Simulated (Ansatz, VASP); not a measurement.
Au: VASP beside Ansatz

Contents of INCAR:

```
SYSTEM = Au
PREC = Accurate
ENCUT = 520
EDIFF = 1E-7
ISMEAR = -1
SIGMA = 0.3
LREAL = .False.
LASPH = .True.
NELM = 100
ALGO = Normal
ISIF = 2
LWAVE = .False.
LCHARG = .False.
NBANDS = 12
```

Contents of KPOINTS:

```
regular mesh
0
Gamma
  13 13 13
  0 0 0
```

POSCAR

```
Au
1.0
    0.0000000000      2.0229622709      2.0229622709
    2.0229622709      0.0000000000      2.0229622709
    2.0229622709      2.0229622709      0.0000000000
Au
1
Direct
    0.0000000000      0.0000000000      0.0000000000
```

Input for Ansatz:

```yaml
crystal:
  lattice:
    - [0.0, 2.0229622709, 2.0229622709]
    - [2.0229622709, 0.0, 2.0229622709]
    - [2.0229622709, 2.0229622709, 0.0]
  atoms:
    - { symbol: Au, position: [0.0, 0.0, 0.0] }
hamiltonian:
  xc: lda
  pseudopotentials:
    kind: paw
    azcp:
      Au: "pseudopotentials/Au.paw.azcp"
basis:
  ecutwfc: 420
  fft_grid_basis: typed
kpoints:
  mp_grid: { grid: [13, 13, 13], shift: [0, 0, 0] }
magnetization:
  spin_polarized: false
scf:
  occupations: { method: fermi_dirac, width: 0.3 }
  lower_state_search: "off"
output:
  stress: true
```

Alike in both runs: task single point; functional LDA; k mesh 13 × 13 × 13; occupations fermi-dirac, width 0.3 eV; no spin polarisation.

```csv
,VASP,Ansatz
version,VASP 6.6.1,Ansatz 0.2.0
potentials or method,"VASP PAW LDA potentials, release 64 (Au)","plane waves (420 eV) with PAW, scalar-relativistic"
plane-wave cutoff (eV),520,420
valence electrons in the cell,11,19
```

VASP gave:

* pressure (GPa): 1.0

Task: What did Ansatz give for the same quantities?

Result: Pressure (GPa): 0.5.

The two sets of potentials don't hold the same shells in valence. Ansatz warned: «pseudo_functional_mismatch».

Spin-orbit coupling is left out, which matters for the levels of Au.
